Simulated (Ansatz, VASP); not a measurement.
**Cross-check of Al6In2Ga2As4O9 (amorphous Al2O3 against InGaAs(110), +0 O) between VASP and Ansatz**

Aim: how closely do two programs agree when they are given the same cell, functional and k mesh? Of the first pair: The structure shown is the start of the Ansatz relaxation below; VASP solves that cell, so the two are compared at the walk's first step.

Main program and level: Ansatz 0.2.0; plane waves, with VASP 6.6.1 beside it; single point at PBE.

### 1. The structure

The cell holds 115 atoms: 10 In, 20 As, 10 Ga, 30 Al and 45 O. Cell: a = 11.900 Å, b = 8.415 Å, c = 19.444 Å, α = 90.0°, β = 90.0°, γ = 90.0°. It derives from InGaAs2 (5 planes of zincblende GaAs(110)). A slab of 5 planes of zincblende GaAs(110) (starting lattice constant a = 5.95 A), 11.90 x 8.41 A in plane, 50 % of Ga replaced at random by In. 75 atoms (30 Al, 45 O) packed at random between the slab and its periodic image at 3.05 g/cm^3 (a layer of 8.3 A) and pushed apart as soft spheres. Langevin MD at fixed cell with the MACE-MP-0b2 small potential (Batatia et al., arXiv:2401.00096), steps of 1.5 fs: 0.63 ps at 3000 K with the crystal held, 3000 to 550 K in 1.8 ps with the crystal held, 550 to 300 K in 0.9 ps with its inner planes held; soft walls kept the melt out of the crystal while it was held. Then all atoms and the cell's height relaxed. The structure's axis is c.

### 2. Ansatz: relaxation, PBE

Ansatz runs on its default PAW (the set named soft_2) files.

The two programs are compared at the cell with which this relaxation starts, whose forces are those of its first step.

Input file input.yaml:

```yaml
crystal:
  lattice:
    - [11.9, 0.0, 0.0]
    - [0.0, 8.41457, 0.0]
    - [0.0, 0.0, 19.44367]
  atoms:
    - { symbol: In, position: [0.99926, 0.98616, 0.3824] }
    - { symbol: As, position: [0.11734, 0.02971, 0.05705] }
    - { symbol: Ga, position: [0.25036, 0.78011, 0.0515] }
    - { symbol: As, position: [0.39109, 0.76002, 0.152] }
    - { symbol: In, position: [0.26913, 0.27099, 0.06105] }
    - { symbol: As, position: [0.40541, 0.25613, 0.16477] }
    - { symbol: In, position: [0.99538, 0.00465, 0.16749] }
    - { symbol: As, position: [0.13196, 0.99688, 0.27317] }
    - { symbol: Ga, position: [0.00396, 0.50693, 0.15444] }
    - { symbol: As, position: [0.1237, 0.50183, 0.26285] }
    - { symbol: In, position: [0.25815, 0.25198, 0.26558] }
    - { symbol: As, position: [0.38333, 0.22957, 0.37513] }
    - { symbol: In, position: [0.26324, 0.74664, 0.26485] }
    - { symbol: As, position: [0.38628, 0.75277, 0.37833] }
    - { symbol: Ga, position: [0.00969, 0.49818, 0.37137] }
    - { symbol: As, position: [0.1355, 0.52573, 0.0556] }
    - { symbol: As, position: [0.0916, 0.99338, 0.50485] }
    - { symbol: In, position: [0.24894, 0.7338, 0.49254] }
    - { symbol: In, position: [0.2181, 0.24754, 0.46979] }
    - { symbol: As, position: [0.09464, 0.50013, 0.48771] }
    - { symbol: Ga, position: [0.51017, 0.99236, 0.36921] }
    - { symbol: As, position: [0.62944, 0.01126, 0.05622] }
    - { symbol: Ga, position: [0.74529, 0.76377, 0.05692] }
    - { symbol: As, position: [0.87263, 0.74221, 0.15922] }
    - { symbol: Ga, position: [0.74646, 0.25445, 0.05219] }
    - { symbol: As, position: [0.8741, 0.27003, 0.15672] }
    - { symbol: Ga, position: [0.51911, 0.0028, 0.16091] }
    - { symbol: As, position: [0.63956, 0.99787, 0.26641] }
    - { symbol: Ga, position: [0.51402, 0.51117, 0.15749] }
    - { symbol: As, position: [0.63762, 0.50195, 0.26152] }
[... 79 atom lines left out ...]
    - { symbol: O, position: [0.03437, 0.27268, 0.90366] }
    - { symbol: O, position: [0.60975, 0.25102, 0.91284] }
    - { symbol: O, position: [0.50252, 0.99358, 0.82123] }
    - { symbol: O, position: [0.19436, 0.03331, 0.6559] }
    - { symbol: O, position: [0.86712, 0.4234, 0.79812] }
    - { symbol: O, position: [0.7421, 0.05322, 0.72993] }
kpoints:
  mp_grid: { grid: [1, 1, 1] }
hamiltonian:
  xc: pbe
scf:
  occupations: { method: fermi_dirac, width: 0.025 }
output:
  forces: true
relax:
  f_tol: 0.08
  max_steps: 90
  cell: { fix: [a, b, alpha, beta, gamma] }
```

On the command line:

```
$ ansatz run input.yaml --threads 4 --pin off --max-ram 15872MiB --backend cpu --events-out ev --progress --plain --runs-dir out
```

Numbers of over 12 decimals in the logs are rounded to 6 here.

Output:

```text
Engine: ansatz 0.2.0, x86_64-unknown-linux-gnu
Pseudopotentials: kind: paw
Pseudopotential: In, paw, valence charge 13, recommended cutoff 420 eV (normal), In.paw.azcp
Pseudopotential: As, paw, valence charge 15, recommended cutoff 420 eV (normal), As.paw.azcp
Pseudopotential: Ga, paw, valence charge 13, recommended cutoff 420 eV (normal), Ga.paw.azcp
Pseudopotential: Al, paw, valence charge 3, recommended cutoff 420 eV (normal), Al.paw.azcp
Pseudopotential: O, paw, valence charge 6, recommended cutoff 420 eV (normal), O.paw.azcp
Functional definition: PBE
  parameter kappa = 0.804
  parameter beta = 0.066725
  exchange = pbe_x(kappa = kappa, mu = beta*pi^2/3)
  correlation = pbe_c(beta = beta)
Crystal: 115 atoms, lattice volume = 1946.960 Å³
Basis set: ecut = 420 eV, 37995 PW (Γ), exchange–correlation on 160×120×270 points (8 copies of the dense FFT grid, shifted against one another)
Bands: 575, of which v1, the nominal top of the filled ones, is band 460 counted from 1 (459 counted from 0)
Symmetry: 1 space group operations
Space group: P1 (ITA 1), of the structure as read, at distance tolerance 1.2e-4 Å
k-points: 1
Non-local potential: In, projectors of the file, l = 0: 2, l = 1: 2, l = 2: 2, l = 3: 2
Non-local potential: As, projectors of the file, l = 0: 2, l = 1: 2, l = 2: 3, l = 3: 1
Non-local potential: Ga, projectors of the file, l = 0: 2, l = 1: 2, l = 2: 3, l = 3: 1
Non-local potential: Al, projectors of the file, l = 0: 2, l = 1: 2, l = 2: 1
Non-local potential: O, projectors of the file, l = 0: 2, l = 1: 2, l = 2: 1
PAW form: soft (Blöchl's): semilocal exchange-correlation on the pseudo side does not see the compensation charge
PAW one-centre angular grid: In, 590 points (default); XC on 64 Gauss nodes
PAW one-centre angular grid: As, 590 points (default); XC on 64 Gauss nodes
PAW one-centre angular grid: Ga, 590 points (default); XC on 64 Gauss nodes
PAW one-centre angular grid: Al, 110 points (default); XC on 64 Gauss nodes
PAW one-centre angular grid: O, 110 points (default); XC on 64 Gauss nodes
Initial density: superposition of atomic densities (neutral atoms: chi_scale 0, normalization atom), corrected by the library's trained network
Initial wavefunctions: pseudopotential atomic-orbital guess
Functional: x = pbe(κ = 0.804, μ = 0.219515), c = pbe(β = 0.066725)
SCF iter   1: F=—  HF=-232683.035006 eV  |F-HF|=—  |Δ(HF+E_count)|=         —  Δρ=4.26e-3  dr2=2.27e0  ethr=1.77e-3  ⟨swp⟩=6.0  Hψ=2371  notcnv=0  defer=27
preconditioner: auto → LDOS  [insulator: Δε(μ)=0.083 eV  Ē_g=13.827 eV  σ=0.025 eV  W_gap=0.68  n_scr=464 (ndim 8)  ℏωp=22.6 eV  f_vac=0.061  D(μ)=21.45/eV (n_scr^D=90)  ε∞_Penn≈3.7  β→1.0]
SCF iter   2: F=—  HF=-232683.052525 eV  |F-HF|=—  |Δ(HF+E_count)|=   1.75e-2  Δρ=4.80e-3  dr2=2.00e0  ethr=2.47e-4  ⟨swp⟩=2.0  Hψ=772  notcnv=0  defer=109
SCF iter   3: F=—  HF=-232682.840425 eV  |F-HF|=—  |Δ(HF+E_count)|=   2.12e-1  Δρ=1.97e-3  dr2=1.44e-1  ethr=2.17e-4  ⟨swp⟩=2.0  Hψ=796  notcnv=0  defer=109
SCF iter   4: F=—  HF=-232682.829495 eV  |F-HF|=—  |Δ(HF+E_count)|=   1.09e-2  Δρ=1.23e-3  dr2=6.16e-2  ethr=1.57e-5  ⟨swp⟩=2.0  Hψ=990  notcnv=0  defer=109
SCF iter   5: F=—  HF=-232682.826763 eV  |F-HF|=—  |Δ(HF+E_count)|=   2.73e-3  Δρ=9.64e-4  dr2=4.34e-2  ethr=6.70e-6  ⟨swp⟩=2.0  Hψ=799  notcnv=0  defer=109
SCF iter   6: F=—  HF=-232682.823858 eV  |F-HF|=—  |Δ(HF+E_count)|=   2.91e-3  Δρ=6.42e-4  dr2=2.23e-2  ethr=4.71e-6  ⟨swp⟩=2.0  Hψ=789  notcnv=0  defer=109
SCF iter   7: F=—  HF=-232682.822311 eV  |F-HF|=—  |Δ(HF+E_count)|=   1.55e-3  Δρ=4.15e-4  dr2=8.34e-3  ethr=2.43e-6  ⟨swp⟩=2.0  Hψ=573  notcnv=0  defer=109
SCF iter   8: F=—  HF=-232682.821480 eV  |F-HF|=—  |Δ(HF+E_count)|=   8.31e-4  Δρ=2.26e-4  dr2=2.04e-3  ethr=9.06e-7  ⟨swp⟩=2.0  Hψ=784  notcnv=0  defer=109
SCF iter   9: F=—  HF=-232682.821296 eV  |F-HF|=—  |Δ(HF+E_count)|=   1.84e-4  Δρ=1.24e-4  dr2=5.95e-4  ethr=2.21e-7  ⟨swp⟩=2.0  Hψ=793  notcnv=0  defer=109
SCF iter  10: F=—  HF=-232682.821282 eV  |F-HF|=—  |Δ(HF+E_count)|=   1.38e-5  Δρ=7.05e-5  dr2=2.44e-4  ethr=6.47e-8  ⟨swp⟩=2.0  Hψ=793  notcnv=0  defer=109
SCF iter  11: F=—  HF=-232682.821271 eV  |F-HF|=—  |Δ(HF+E_count)|=   1.16e-5  Δρ=4.50e-5  dr2=1.13e-4  ethr=2.65e-8  ⟨swp⟩=2.0  Hψ=794  notcnv=0  defer=109
SCF iter  12: F=—  HF=-232682.821264 eV  |F-HF|=—  |Δ(HF+E_count)|=   6.53e-6  Δρ=2.65e-5  dr2=4.15e-5  ethr=1.22e-8  ⟨swp⟩=2.0  Hψ=789  notcnv=0  defer=109
SCF iter  13: F=—  HF=-232682.821081 eV  |F-HF|=—  |Δ(HF+E_count)|=   1.83e-4  Δρ=1.67e-5  dr2=1.55e-5  ethr=4.51e-9  ⟨swp⟩=2.0  Hψ=826  notcnv=0  defer=109
SCF iter  14: F=—  HF=-232682.821081 eV  |F-HF|=—  |Δ(HF+E_count)|=   2.74e-7  Δρ=1.23e-5  dr2=6.96e-6  ethr=1.69e-9  ⟨swp⟩=2.0  Hψ=806  notcnv=0  defer=109
SCF iter  15: F=—  HF=-232682.821080 eV  |F-HF|=—  |Δ(HF+E_count)|=   4.60e-7  Δρ=8.39e-6  dr2=2.43e-6  ethr=7.57e-10  ⟨swp⟩=2.0  Hψ=805  notcnv=0  defer=109
[...]
- { symbol: Ga, position: [0.00855699, 0.509519, 0.151387] }
    - { symbol: As, position: [0.123700, 0.508294, 0.259486] }
    - { symbol: In, position: [0.262887, 0.255950, 0.264171] }
    - { symbol: As, position: [0.388831, 0.230736, 0.375432] }
    - { symbol: In, position: [0.272102, 0.754632, 0.264940] }
    - { symbol: As, position: [0.387770, 0.756819, 0.383160] }
    - { symbol: Ga, position: [0.010373, 0.504414, 0.366236] }
    - { symbol: As, position: [0.139275, 0.526656, 0.051144] }
    - { symbol: As, position: [0.101382, 0.997761, 0.514956] }
    - { symbol: In, position: [0.240791, 0.728768, 0.490057] }
    - { symbol: In, position: [0.228585, 0.243705, 0.468378] }
    - { symbol: As, position: [0.092198, 0.486036, 0.484698] }
    - { symbol: Ga, position: [0.518048, 0.993574, 0.369178] }
    - { symbol: As, position: [0.622513, 0.012597, 0.045561] }
    - { symbol: Ga, position: [0.751036, 0.782181, 0.058846] }
    - { symbol: As, position: [0.875620, 0.746213, 0.160338] }
    - { symbol: Ga, position: [0.737247, 0.263118, 0.045926] }
    - { symbol: As, position: [0.870026, 0.271667, 0.147458] }
    - { symbol: Ga, position: [0.529486, 0.0033998, 0.156758] }
    - { symbol: As, position: [0.641128, 1.002789, 0.264703] }
    - { symbol: Ga, position: [0.519897, 0.512081, 0.155747] }
    - { symbol: As, position: [0.635550, 0.507346, 0.263512] }
    - { symbol: Ga, position: [0.759550, 0.258701, 0.257067] }
    - { symbol: As, position: [0.881431, 0.268182, 0.361089] }
    - { symbol: Ga, position: [0.759001, 0.751745, 0.266886] }
    - { symbol: As, position: [0.877372, 0.739368, 0.373106] }
    - { symbol: In, position: [0.520577, 0.493692, 0.380276] }
    - { symbol: As, position: [0.619538, 0.509425, 0.046231] }
    - { symbol: As, position: [0.647476, 1.003207, 0.466524] }
    - { symbol: In, position: [0.747576, 0.707872, 0.485695] }
    - { symbol: In, position: [0.786266, 0.260138, 0.484844] }
    - { symbol: As, position: [0.606962, 0.467867, 0.502034] }
    - { symbol: Al, position: [0.964714, 0.154975, 0.965057] }
    - { symbol: Al, position: [0.899111, 0.728110, 0.640231] }
    - { symbol: Al, position: [0.398723, 0.437871, 0.615786] }
    - { symbol: Al, position: [0.317146, 0.101770, 0.622204] }
    - { symbol: Al, position: [0.321068, 0.684438, 0.757785] }
    - { symbol: Al, position: [0.437653, 0.732099, 0.907477] }
    - { symbol: Al, position: [0.964470, 0.299119, 0.748251] }
    - { symbol: Al, position: [0.129152, 0.502106, 0.683504] }
    - { symbol: Al, position: [0.448637, 0.793568, 0.627155] }
    - { symbol: Al, position: [0.094779, 0.498494, 0.920024] }
    - { symbol: Al, position: [0.842433, 0.428341, 0.896686] }
    - { symbol: Al, position: [0.396526, 0.026349, 0.768850] }
    - { symbol: Al, position: [0.131038, 0.889889, 0.711331] }
    - { symbol: Al, position: [0.783719, 0.612617, 0.789190] }
    - { symbol: Al, position: [0.704871, 0.787739, 0.910263] }
    - { symbol: Al, position: [0.652868, 0.584954, 0.673035] }
    - { symbol: Al, position: [0.285521, 0.314644, 0.743462] }
    - { symbol: Al, position: [0.632238, 0.266139, 0.688751] }
    - { symbol: Al, position: [0.522839, 0.461826, 0.800117] }
    - { symbol: Al, position: [0.875504, 0.414904, 0.613145] }
    - { symbol: Al, position: [0.605454, 0.113562, 0.847880] }
    - { symbol: Al, position: [0.067636, 0.082904, 0.852908] }
    - { symbol: Al, position: [0.950442, 0.044058, 0.615101] }
    - { symbol: Al, position: [0.700564, 0.938925, 0.653423] }
    - { symbol: Al, position: [0.503825, 0.375943, 0.951561] }
    - { symbol: Al, position: [0.278044, 0.242565, 0.900262] }
    - { symbol: Al, position: [0.515979, 0.111744, 0.554166] }
    - { symbol: Al, position: [0.218714, 0.851999, 0.891104] }
    - { symbol: Al, position: [0.948610, 0.768222, 0.909729] }
    - { symbol: Al, position: [0.830629, 0.980481, 0.798132] }
    - { symbol: O, position: [0.786610, 0.698130, 0.700147] }
    - { symbol: O, position: [0.948488, 0.553909, 0.925135] }
    - { symbol: O, position: [0.836735, 0.272329, 0.964323] }
    - { symbol: O, position: [0.379852, 0.490526, 0.760750] }
    - { symbol: O, position: [0.197602, 0.061053, 0.910859] }
    - { symbol: O, position: [0.628186, 0.589109, 0.764985] }
    - { symbol: O, position: [0.742415, 0.401812, 0.660194] }
    - { symbol: O, position: [-0.000748738, 0.877384, 0.668063] }
    - { symbol: O, position: [0.412499, 0.964192, 0.579545] }
    - { symbol: O, position: [0.185741, 0.685297, 0.715808] }
    - { symbol: O, position: [0.588140, 0.271023, 0.777911] }
    - { symbol: O, position: [0.379543, 0.635044, 0.586408] }
    - { symbol: O, position: [0.736836, 0.581494, 0.879529] }
    - { symbol: O, position: [0.142507, 0.941999, 0.798610] }
    - { symbol: O, position: [0.820431, 0.795821, 0.970306] }
    - { symbol: O, position: [0.391938, 0.839017, 0.711338] }
    - { symbol: O, position: [0.256869, 0.402500, 0.654345] }
    - { symbol: O, position: [0.609867, 0.110267, 0.627239] }
    - { symbol: O, position: [0.939232, 0.235992, 0.655297] }
    - { symbol: O, position: [0.950528, 0.112596, 0.789598] }
    - { symbol: O, position: [0.875510, 0.780139, 0.821430] }
    - { symbol: O, position: [0.320531, 0.790570, 0.962633] }
    - { symbol: O, position: [0.333106, 0.775964, 0.838380] }
    - { symbol: O, position: [0.599371, 0.774860, 0.637421] }
[...]
- { symbol: O, position: [0.476056, 0.522922, 0.885248] }
    - { symbol: O, position: [0.391655, 0.253406, 0.564755] }
    - { symbol: O, position: [0.033854, 0.274961, 0.901628] }
    - { symbol: O, position: [0.600035, 0.249101, 0.915096] }
    - { symbol: O, position: [0.502768, 0.981519, 0.823683] }
    - { symbol: O, position: [0.194594, 0.023517, 0.654473] }
    - { symbol: O, position: [0.866766, 0.422675, 0.798523] }
    - { symbol: O, position: [0.742944, 0.041093, 0.727833] }
```

### 3. VASP: single point, PBE, start cell, pair 1

The same cell, functional, mesh and smearing now go to VASP, with its own data sets.

Lines of VASP's logs that name or quote its potential files are left out, and so is its time.

Input file INCAR:

```
SYSTEM = Al6In2Ga2As4O9
PREC = Accurate
ENCUT = 520
EDIFF = 1E-06
NELM = 120
ISMEAR = -1
SIGMA = 0.025
LREAL = Auto
ALGO = Normal
GGA = PE
NBANDS = 448
LORBIT = 11
LWAVE = .FALSE.
LCHARG = .FALSE.
ISIF = 2
LASPH = .TRUE.
GGA_COMPAT = .FALSE.
EFERMI = MIDGAP
NCORE = 4
```

Input file POSCAR:

```
Al6In2Ga2As4O9
1.0
   11.9000000000      0.0000000000      0.0000000000
    0.0000000000      8.4145700000      0.0000000000
    0.0000000000      0.0000000000     19.4436700000
In As Ga Al O
10 20 10 30 45
Direct
    0.9992605042      0.9861585322      0.3824020877
    0.2691260504      0.2709942398      0.0610481457
    0.9953781513      0.0046467021      0.1674889566
    0.2581512605      0.2519796020      0.2655774347
    0.2632436975      0.7466454020      0.2648522630
    0.2489411765      0.7337986374      0.4925407601
    0.2181008403      0.2475349305      0.4697878538
    0.5123193277      0.4889376403      0.3748520727
    0.7502016807      0.7160556036      0.4856284847
    0.7930084034      0.2658959400      0.4833809667
    0.1173361345      0.0297103714      0.0570519866
    0.3910924370      0.7600150691      0.1519980539
    0.4054117647      0.2561271699      0.1647682768
    0.1319579832      0.9968780342      0.2731685942
    0.1236974790      0.5018319415      0.2628516119
    0.3833277311      0.2295660979      0.3751297980
    0.3862773109      0.7527657385      0.3783287826
    0.1354957983      0.5257309643      0.0556016431
    0.0915966387      0.9933840945      0.5048481074
    0.0946386555      0.5001325083      0.4877114248
    0.6294369748      0.0112542887      0.0562188105
    0.8726302521      0.7422126145      0.1592189129
    0.8741008403      0.2700316237      0.1567193848
    0.6395630252      0.9978644185      0.2664106108
    0.6376218487      0.5019507830      0.2615195588
    0.8913613445      0.2569234079      0.3606212202
    0.8752436975      0.7252301662      0.3714113642
    0.6244033613      0.5015942585      0.0502322864
    0.6357478992      0.9968780342      0.4694484117
    0.6129495798      0.4725731677      0.4910389860
[... 79 atom lines left out ...]
    0.0343697479      0.2726817888      0.9036617058
    0.6097478992      0.2510169860      0.9128420715
    0.5025210084      0.9935742409      0.8212287084
    0.1943613445      0.0333112684      0.6558998378
    0.8671176471      0.4233965610      0.7981209309
    0.7421008403      0.0532172173      0.7299290720
```

Input file KPOINTS:

```
Automatic mesh
0
Gamma
1 1 1
0 0 0
```

PAW data sets: In_d, As, Ga_d, Al and O (PBE family, release 64).

On the command line:

```
$ mpirun -np 16 vasp_gam
```

Output:

```text
[banner, memory and clock lines left out]
running   16 mpi-ranks, on    1 nodes
[...]
LDA part: xc-table for (Slater+PW92), standard interpolation
 POSCAR, INCAR and KPOINTS ok, starting setup
[...]
entering main loop
       N       E                     dE             d eps       ncg     rms          rms(c)
DAV:   1     0.134784719257E+05    0.13478E+05   -0.29520E+05   896   0.205E+03
DAV:   2     0.319336223275E+04   -0.10285E+05   -0.97286E+04   904   0.601E+02
DAV:   3    -0.195583251834E+03   -0.33889E+04   -0.31268E+04  1136   0.280E+02
DAV:   4    -0.747145888896E+03   -0.55156E+03   -0.53426E+03  1312   0.120E+02
[...]
DAV:  24    -0.688409212887E+03    0.26303E-07   -0.10307E-05  1024   0.667E-03    0.254E-02
DAV:  25    -0.688409204091E+03    0.87968E-05   -0.84303E-06   968   0.743E-03    0.149E-02
DAV:  26    -0.688409203424E+03    0.66639E-06   -0.60248E-06   864   0.442E-03
   1 F= -.68840920E+03 E0= -.68837645E+03  d E =-.655134E-01
```

OUTCAR, selected parts (step 3):

```text
  FREE ENERGIE OF THE ION-ELECTRON SYSTEM (eV)
  ---------------------------------------------------
  free  energy   TOTEN  =      -688.4092034241 eV

  energy  without entropy=     -688.3436899903  energy(sigma->0) =     -688.37644671

[... 1 further part left out ...]
```

The run ends at a pressure of -0.86 GPa, with forces up to 1.4 eV/Å.

### 4. Comparison

Known differences besides the potentials themselves: the data sets hold 920 valence electrons in Ansatz (on its default PAW (the set named soft_2) files) and 720 in VASP; the cutoff is 420 eV in Ansatz and 520 eV in VASP (PREC = Accurate, projectors in real space). Total energies have different zeros and are not compared.

Forces on 10 of the 115 atoms, those with the largest forces and the largest differences (eV/Å; atoms numbered as in POSCAR):

| atom | Ansatz x, y, z | VASP x, y, z |
| --- | --- | --- |
| As19 | 0.319, 0.132, 0.887 | 0.314, 0.127, 0.906 |
| As29 | 0.298, 0.794, -0.082 | 0.316, 0.796, -0.079 |
| Al41 | 0.489, 0.016, -0.493 | 0.482, 0.003, -0.466 |
| Al42 | -0.059, 0.122, 0.748 | -0.045, 0.129, 0.760 |
| Al44 | 0.019, -0.360, 0.774 | 0.022, -0.359, 0.745 |
| Al60 | -0.152, 0.506, 1.348 | -0.153, 0.493, 1.342 |
| O73 | 0.128, -0.354, 0.495 | 0.141, -0.341, 0.465 |
| O77 | 0.589, -0.242, -0.622 | 0.594, -0.241, -0.634 |
| O85 | 0.038, 0.076, 0.170 | 0.065, 0.081, 0.133 |
| O92 | -0.010, -0.103, 0.138 | 0.010, -0.114, 0.102 |

The forces differ by 10 meV/Å r.m.s., which is 4.2 % of the r.m.s. force of 0.248 eV/Å (both taken over all components).

(Part 1 of 2 ends here.)

[Lines on the potential files, build, host, timing and source positions are cut from VASP's logs without a mark.]

[Logs are printed without paths, hosts, clocks, repeated set-up lines and the standing remarks that a program may print on its own settings, such as how far it seeks lower states.]

[Hosts, paths, dates, database ids (printed as entryN), source tags and the programs' standing remarks are cut or masked in the printed files.]
